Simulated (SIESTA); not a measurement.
Crystal: Zn.

```
Zn
1.0
    -1.56904    1.56904    1.56904
     1.56904   -1.56904    1.56904
     1.56904    1.56904   -1.56904
Zn
1
Direct
  0.00000 0.00000 0.00000
```

This isn't the form of Zn at room conditions, which is hcp.

| Item | Value |
| --- | --- |
| Program | SIESTA 5.4.2 |
| Task | single point |
| Functional | PBE |
| Potentials or basis | PseudoDojo 0.4 standard (PBE files) |
| Basis | DZP (energy shift 0.003 Ry; two zetas on semicore shells) |
| Grid cutoff | 800 Ry |
| Energy shift | 0.003 Ry |
| k mesh | 12 × 12 × 12 |
| Occupations | fermi-dirac, width 0.05 eV |
| Spin | no spin polarisation |

On this cell: pressure -5.1 GPa; band gap on the k mesh none (metal or under the smearing width).

The same run follows on a disturbed copy (cell strained at random at fixed volume):

```
CELL_PARAMETERS angstrom
-1.52714 1.56173 1.52690
1.48647 -1.65878 1.58329
1.56585 1.69749 -1.62395
ATOMIC_POSITIONS crystal
Zn 0.01976 0.99531 0.01093
```

Question: What changes?

Answer: The energy (extrapolated to zero smearing) moves by -6.7 meV/atom; pressure -4.5 GPa; band gap on the k mesh none (metal or under the smearing width).

Stress tensor (GPa, compression positive):
```
-6.21  0.57  0.36
 0.57 -3.28 -0.94
 0.36 -0.94 -4.15
```

The energy falls, though the first cell shows no forces: that form is unstable against this distortion, unless noise or another electronic state is at work.

Caveats: short orbitals over semicore shells can move pressures by several GPa; the valence orbitals were made in a potential fitted to the semicore shell under them, which widens gaps by tenths of an eV or more; the basis of atomic orbitals isn't converged, which shifts pressures, moduli and gaps.
